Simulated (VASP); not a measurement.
# InP (F-43m) in VASP: notebook, part 2 of 2

VASP 6.6.1. The steps go on from the part before.

## (4) Relaxation of cell and atoms, PBE

This run uses another cell than the first one, of 25.17 Å³/atom, 0.977 times its volume.

Input file INCAR:

```
PREC = Accurate ; ENCUT = 600
EDIFF = 1E-7 ; ISMEAR = -1
SIGMA = 0.02 ; LREAL = F
LASPH = T ; NELM = 100
ALGO = Normal ; ISIF = 3
LWAVE = F ; LCHARG = F
GGA = PE ; IBRION = 2
NSW = 80 ; EDIFFG = -0.005
```

Input file KPOINTS:

```
regular mesh
0
Gamma
  8 8 8
```

Input file POSCAR:

```
InP
1.0
    0.0000000000      2.9305000000      2.9305000000
    2.9305000000      0.0000000000      2.9305000000
    2.9305000000      2.9305000000      0.0000000000
In P
1 1
Direct
    0.0000000000      0.0000000000      0.0000000000
    0.2500000000      0.2500000000      0.2500000000
```

Potentials or basis: VASP PAW PBE potentials, release 64 (In_d, P).

The run is started by

```
cat potpaw_PBE.64/In_d/POTCAR potpaw_PBE.64/P/POTCAR > POTCAR
mpirun -np 1 vasp_std > vasp.out
```

OUTCAR:

```text
PREC = Accurate
   ENCUT = 600
   EDIFF = 1E-7
   ISMEAR = -1
   LREAL = F
   LASPH = T
   NELM = 100
   ISIF = 3
   GGA = PE
   IBRION = 2
   NSW = 80
   EDIFFG = -0.005

 ion  position               nearest neighbor table
   1  0.000  0.000  0.000-   2 2.54   2 2.54   2 2.54   2 2.54
   2  0.250  0.250  0.250-   1 2.54   1 2.54   1 2.54   1 2.54

  LATTYP: Found a face centered cubic cell.
 ALAT       =     5.8610000000

  Lattice vectors:

 A1 = (   0.0000000000,   2.9305000000,   2.9305000000)
 A2 = (   2.9305000000,   0.0000000000,   2.9305000000)
 A3 = (   2.9305000000,   2.9305000000,   0.0000000000)

Analysis of symmetry for initial positions (statically):
=====================================================================
 Subroutine PRICEL returns:
 Original cell was already a primitive cell.

 Routine SETGRP: Setting up the symmetry group for a
 face centered cubic supercell.

 Subroutine GETGRP returns: Found 24 space group operations
 (whereof 24 operations were pure point group operations)
 out of a pool of 48 trial point group operations.

The static configuration has the point symmetry T_d .

Analysis of symmetry for dynamics (positions and initial velocities):
=====================================================================
 Subroutine PRICEL returns:
 Original cell was already a primitive cell.

 Routine SETGRP: Setting up the symmetry group for a
 face centered cubic supercell.

 Subroutine GETGRP returns: Found 24 space group operations
 (whereof 24 operations were pure point group operations)
 out of a pool of 48 trial point group operations.

The dynamic configuration has the point symmetry T_d .

 Subroutine INISYM returns: Found 24 space group operations
 (whereof 24 operations are pure point group operations),
 and found     1 'primitive' translations

----------------------------------------------------------------------------------------

[... 133 lines left out ...]
 number of electron      17.9999998 magnetization

 Free energy of the ion-electron system (eV)
  ---------------------------------------------------
  ext. energy  EPLUGINS =         0.00000000
  ---------------------------------------------------
  free energy    TOTEN  =        -8.38087473 eV

  energy without entropy =       -8.38087473  energy(sigma->0) =       -8.38087473

------------------------ aborting loop because EDIFF is reached ----------------------------------------

  FORCE on cell =-STRESS in cart. coord.  units (eV):
  Direction    XX          YY          ZZ          XY          YZ          ZX
  --------------------------------------------------------------------------------------
  -------------------------------------------------------------------------------------
  Total        1.0398523      1.0398523      1.0398523     -0.0000000      0.0000000      0.0000000
  in kB       33.0999283     33.0999283     33.0999283     -0.0000000      0.0000000      0.0000000
  external PRESSURE =      33.0999283 kB  Pullay stress =       0.0000000 kB
[... 59 lines left out ...]
--------------------------------------- Ionic step        3  -------------------------------------------

 number of electron      17.9999999 magnetization

 Free energy of the ion-electron system (eV)
  ---------------------------------------------------
  ext. energy  EPLUGINS =         0.00000000
  ---------------------------------------------------
  free energy    TOTEN  =        -8.40596671 eV

  energy without entropy =       -8.40596666  energy(sigma->0) =       -8.40596668

 E-fermi :   4.8969     XC(G=0):  -9.0654

 val. band max:        4.6646941227   @ k =   0.0000   0.0000   0.0000
 cond. band min:       5.1070831213   @ k =   0.0000   0.0000   0.0000
 fundamental gap:      0.4423889987
 Fermi energy:         4.8968848830

 k-point     1 :       0.0000    0.0000    0.0000
  band No.  band energies     occupation
      1      -9.4329      2.00000
      2      -9.4329      2.00000
      3      -9.4329      2.00000
      4      -9.3041      2.00000
      5      -9.3041      2.00000
      6      -6.5263      2.00000
      7       4.6647      1.99998
      8       4.6647      1.99998
      9       4.6647      1.99998
     10       5.1071      0.00005
     11       8.7534      0.00000
     12       8.7534      0.00000
     13       8.7534      0.00000
[... 354 lines left out ...]
  band No.  band energies     occupation
      1      -9.5429      2.00000
      2      -9.3919      2.00000
      3      -9.3751      2.00000
      4      -9.3082      2.00000
      5      -9.2930      2.00000
      6      -4.6694      2.00000
      7      -0.6599      2.00000
      8       2.1386      2.00000
      9       3.1525      2.00000
     10       7.6880      0.00000
     11       8.8727      0.00000
     12      10.4366      0.00000
     13      11.7410      0.00000

 [... further k-points ...]

------------------------ aborting loop because EDIFF is reached ----------------------------------------

  FORCE on cell =-STRESS in cart. coord.  units (eV):
  Direction    XX          YY          ZZ          XY          YZ          ZX
  --------------------------------------------------------------------------------------
  -------------------------------------------------------------------------------------
  Total        0.0026031      0.0026031      0.0026031     -0.0000000      0.0000000     -0.0000000
  in kB        0.0788718      0.0788718      0.0788718     -0.0000000      0.0000000     -0.0000000
  external PRESSURE =       0.0788718 kB  Pullay stress =       0.0000000 kB
[... 17 lines left out ...]
  FREE ENERGIE OF THE ION-ELECTRON SYSTEM (eV)
  ---------------------------------------------------
  free  energy   TOTEN  =        -8.4059667096 eV

  energy  without entropy=       -8.4059666582  energy(sigma->0) =       -8.40596668

 reached required accuracy - stopping structural energy minimisation
```

OSZICAR:

```text
N       E                     dE             d eps       ncg     rms          rms(c)
DAV:   1     0.119362063559E+03    0.11936E+03   -0.92729E+03   754   0.170E+03
DAV:   2     0.302611696184E+00   -0.11906E+03   -0.11527E+03   759   0.352E+02
DAV:   3    -0.855385690194E+01   -0.88565E+01   -0.87839E+01  1020   0.963E+01
[... 32 lines left out ...]
DAV:   5    -0.840596091000E+01    0.18519E-03   -0.24632E-04   979   0.174E-01    0.988E-02
DAV:   6    -0.840597594035E+01   -0.15030E-04   -0.87135E-05  1146   0.128E-01    0.303E-02
DAV:   7    -0.840596687740E+01    0.90629E-05   -0.11368E-05   950   0.459E-02    0.278E-03
DAV:   8    -0.840596665194E+01    0.22546E-06   -0.47829E-07   899   0.967E-03    0.105E-03
DAV:   9    -0.840596670964E+01   -0.57696E-07   -0.59627E-08   567   0.189E-03
   3 F= -.84059667E+01 E0= -.84059667E+01  d E =-.250920E-01
```

CONTCAR:

```text
InP
   1.00000000000000
    -0.0000000000000000    2.9790835214190223    2.9790835214190223
     2.9790835214190223    0.0000000000000000    2.9790835214190223
     2.9790835214190223    2.9790835214190223    0.0000000000000000
  In              P
     1     1
Direct
     0.0000000000000000    0.0000000000000000    0.0000000000000000
     0.2500000000000000    0.2500000000000000    0.2500000000000000

  0.00000000E+00  0.00000000E+00  0.00000000E+00
  0.00000000E+00  0.00000000E+00  0.00000000E+00
```

Wall time 56 s (1 thread of Intel Xeon Platinum 8259CL at 2.50GHz (Skylake/Cascade Lake), shared host); peak memory 0.22 GiB.

What came out:

| Item | Value |
| --- | --- |
| Free energy | -8.4060 eV |
| Relaxed volume | 26.44 Å³/atom |
| Relaxed cell | a = 4.213 Å, b = 4.213 Å, c = 4.213 Å, α = 60.00°, β = 60.00°, γ = 60.00° |
| Space group after relaxing (to 0.05 Å) | F-43m (No. 216) |
| Energy gained by relaxing | 12.5 meV/atom |
| Ionic steps | 3 |
| Pressure after relaxing | 0.0 GPa |
| Band gap on the k mesh | 0.44 eV, direct |

The path:
```tsv
step	energy change (eV)	largest force (eV/Å)	pressure (GPa)	volume (Å³)
1	0.0000	0.0000	3.31	50.33
2	-0.0191	0.0000	-1.40	54.22
3	-0.0251	0.0000	0.01	52.88
```

Final structure:
```
In P
1.0
     0.00000    2.97908    2.97908
     2.97908    0.00000    2.97908
     2.97908    2.97908    0.00000
In P
1 1
Cartesian
  0.0000 0.0000 0.0000
  1.4895 1.4895 1.4895
```

Levels at points of the mesh, in eV from the valence-band top:
```tsv
k point	band 7	band 8	band 9	band 10	band 11	band 12
(0.00, 0.00, 0.00)	0.00	0.00	0.00	0.44	4.09	4.09
(0.50, 0.00, 0.00)	-5.48	-0.90	-0.90	1.38	4.80	4.80
(0.50, 0.50, 0.00)	-5.54	-2.16	-2.16	1.84	2.26	8.91
```

Caveat: spin-orbit coupling is left out, which moves the levels of the heavy elements. Zero-point motion and thermal expansion aren't in these numbers.

## (5) Single point, HSE06

Input file POSCAR:

```
InP
1.0
    0.0000000000      2.9538132889      2.9538132889
    2.9538132889      0.0000000000      2.9538132889
    2.9538132889      2.9538132889      0.0000000000
In P
1 1
Direct
    0.0000000000      0.0000000000      0.0000000000
    0.2500000000      0.2500000000      0.2500000000
```

Input file INCAR.step1:

```
ALGO = Normal
EDIFF = 1E-5
ENCUT = 520
GGA = PE
ISIF = 2
ISMEAR = 0
LASPH = True
LCHARG = False
LREAL = False
LWAVE = True
NBANDS = 16
NELM = 100
PREC = Accurate
SIGMA = 0.01
```

Input file INCAR.step2:

```
ALGO = Normal
EDIFF = 1E-6
ENCUT = 520
GGA = PE
HFSCREEN = 0.2079
ISIF = 2
ISMEAR = 0
ISTART = 1
LASPH = True
LCHARG = False
LHFCALC = True
LREAL = False
LWAVE = False
NBANDS = 16
NELM = 100
PREC = Accurate
PRECFOCK = Normal
SIGMA = 0.01
```

Input file KPOINTS:

```
k-points
0
Gamma
  6 6 6
```

The run is started by

```
cat potpaw_PBE.64/In_d/POTCAR potpaw_PBE.64/P/POTCAR > POTCAR
cp INCAR.step1 INCAR
mpirun -np 1 vasp_std > vasp.out
cp INCAR.step2 INCAR
mpirun -np 1 vasp_std > vasp.out
```

Wall time 37 min (1 thread of Intel Xeon Platinum 8259CL at 2.50GHz (Skylake/Cascade Lake), shared host); peak memory 0.3 GiB.

Results (log left out):

```
Free energy            : -9.9857 eV
Pressure               : -0.4 GPa
Band gap on the k mesh : 1.35 eV, direct
```

Levels at points of the mesh, in eV from the valence-band top:
```
           k point  band 6  band 7  band 8  band 9  band 10  band 11  band 12  band 13
(0.00, 0.00, 0.00)  -12.57    0.00    0.00    0.00     1.35     4.91     4.91     4.91
(0.50, 0.00, 0.00)  -10.78   -6.11   -1.02   -1.02     2.19     5.65     5.65     7.98
(0.50, 0.50, 0.00)  -10.10   -6.13   -2.45   -2.45     2.40     2.99    10.26    10.73
```

Caveat: the PAW data sets were made with another functional, which shifts forces and pressure a little; spin-orbit coupling is left out, which moves the levels of the heavy elements.

## (6) The runs side by side

```tsv
task	level	cell	k mesh	cutoff (eV)	smearing	grid for exact exchange (PRECFOCK)	screening parameter	gap on the mesh (eV)	pressure (GPa)
single point	PBE	a = 4.177 Å, angles 60.0°, 2 atoms	4 × 4 × 4	500	gaussian 0.01 eV	-	-	0.57	1.8
single point	PBE	a = 4.214 Å, angles 60.0°, 2 atoms	8 × 8 × 8	520	fermi-dirac 0.02 eV	-	-	0.44	-0.1
relaxation of cell and atoms	PBE	relaxed from a = 4.144 Å, angles 60.0°, 2 atoms	8 × 8 × 8	600	fermi-dirac 0.02 eV	-	-	0.44	0.0
single point	HSE06	a = 4.177 Å, angles 60.0°, 2 atoms	6 × 6 × 6	520	gaussian 0.01 eV	Normal	0.2079 1/Å	1.35	-0.4
```

Alike in all rows: potentials or basis VASP PAW PBE potentials, release 64 (In_d, P); no spin polarisation.

Caveats: some runs use coarse meshes; spin-orbit coupling is left out, which moves the levels of the heavy elements; the PAW data sets were made with another functional, which shifts forces and pressure a little (some runs).

Absolute energies hang on the potentials; compare differences alone.

## (7) Comparison with measurements

Step 3. Measured gap of InP: 1.4236 eV (direct; 1.6 K; a printed reference work, data compilation). This calculation gives 0.44 eV (-0.99 eV). Spin-orbit coupling on In is left out. The value is that of PBE, without temperature or zero-point motion. Semilocal functionals fall short of measured gaps as a rule.

Step 5. Measured gap of InP: 1.4236 eV (direct; 1.6 K; a printed reference work, data compilation). This calculation gives 1.35 eV (-0.07 eV). Spin-orbit coupling on In is left out. The value is that of HSE06, without temperature or zero-point motion.
